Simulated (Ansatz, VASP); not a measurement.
# One calculation of Nb3N, two programs

```xyz
4
Lattice="2.9829 0.0000 0.0000 0.0000 2.9829 0.0000 0.0000 0.0000 19.7447" Properties=species:S:1:pos:R:3 pbc="T T T"
Nb    1.4915    1.4915    4.0000
Nb    0.0000    0.0000    6.1223
Nb    1.4915    1.4915    8.2447
N     1.4915    2.9829    9.3799
```

Alike in both runs: functional PBE; k mesh 9 × 9 × 1; occupations gaussian, width 0.1 eV; no spin polarisation.

Ansatz relaxed the structure, and its values are those at the end. VASP's run is a single point on that final structure, the one shown.

|  | VASP | Ansatz |
| --- | --- | --- |
| version | VASP 6.6.1 | Ansatz 0.2.0 |
| potentials or method | VASP PAW PBE potentials, release 64 (Nb_sv, N) | scalar-relativistic, plane waves, PAW |
| plane-wave cutoff (eV) | 520 | 420 |
| valence electrons in the cell | 44 | 44 |

VASP gave:

```
gap on the k mesh at the Fermi level (eV) : none
rms of the force components (eV/Å)        : 0.597
```

Task: Which values does Ansatz return?

Result: gap on the k mesh at the Fermi level (eV): none; rms of the force components (eV/Å): 0.598.

A gap of «none» marks a metal or a gap that the smearing closes. Ansatz warned: «xc_potential_rough_in_thin_density».
